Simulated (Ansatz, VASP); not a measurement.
One calculation of C, two programs

INCAR

```
SYSTEM = C
PREC = Accurate ; ENCUT = 600
EDIFF = 1E-7 ; ISMEAR = 0
SIGMA = 0.1 ; LREAL = .FALSE.
LASPH = .TRUE. ; NELM = 80
ALGO = Normal ; ISIF = 3
LWAVE = .FALSE. ; LCHARG = .FALSE.
GGA = PE ; IBRION = 2
NSW = 90 ; EDIFFG = -0.04
```

File KPOINTS:

```
Automatic mesh
0
G
  4 4 4
  0 0 0
```

Contents of POSCAR:

```
C
1.0
    4.4554321148      0.0000000000      0.0000000000
    0.0000000000      4.4554321148      0.0000000000
    0.0000000000      0.0000000000      4.4554321148
C
8
Direct
    0.5000000000      0.5000000000      0.5000000000
    0.0000000000      0.0000000000      0.0000000000
    0.2500000000      0.0000000000      0.5000000000
    0.5000000000      0.2500000000      0.0000000000
    0.5000000000      0.7500000000      0.0000000000
    0.7500000000      0.0000000000      0.5000000000
    0.0000000000      0.5000000000      0.7500000000
    0.0000000000      0.5000000000      0.2500000000
```

Input for Ansatz:

```yaml
crystal:
  lattice:
    - [4.4554321148, 0.0, 0.0]
    - [0.0, 4.4554321148, 0.0]
    - [0.0, 0.0, 4.4554321148]
  atoms:
    - { symbol: C, position: [0.5, 0.5, 0.5] }
    - { symbol: C, position: [0.0, 0.0, 0.0] }
    - { symbol: C, position: [0.25, 0.0, 0.5] }
    - { symbol: C, position: [0.5, 0.25, 0.0] }
    - { symbol: C, position: [0.5, 0.75, 0.0] }
    - { symbol: C, position: [0.75, 0.0, 0.5] }
    - { symbol: C, position: [0.0, 0.5, 0.75] }
    - { symbol: C, position: [0.0, 0.5, 0.25] }
basis:
  ecutwfc: 420
kpoints:
  mp_grid: { grid: [4, 4, 4] }
hamiltonian:
  xc: pbe
scf:
  occupations: { method: gaussian, width: 0.1 }
  lower_state_search: "off"
output:
  forces: true
  stress: true
  eigenvalues: true
relax:
  adjacent_minimum: "off"
  f_tol: 0.04
  max_steps: 70
  cell: { stress_tol: 0.4 }
```

Alike in both runs: task relaxation of cell and atoms; functional PBE; k mesh 4 × 4 × 4; occupations gaussian, width 0.1 eV; no spin polarisation.

|  | VASP | Ansatz |
| --- | --- | --- |
| version | VASP 6.6.1 | Ansatz 0.2.0 |
| potentials or method | VASP PAW PBE potentials, release 64 (C) | scalar-relativistic, plane waves, PAW |
| plane-wave cutoff (eV) | 600 | 420 |
| valence electrons in the cell | 32 | 32 |

```tsv
	VASP	Ansatz	Ansatz less VASP
gap on the k mesh at the Fermi level, each at its own relaxed structure (eV)	none	none	-
relaxed volume (Å³/atom)	7.18	7.18	-0.005
relaxed cell length with the largest relative difference (Å)	3.858	3.858	-0.0008
energy change over the relaxation (meV/atom)	-444	-441	+3.1
```

A gap of «none» marks a metal or a gap that the smearing closes.

Caveats: the volume moved by over 15 % at a fixed basis, so the end points are rough (VASP).
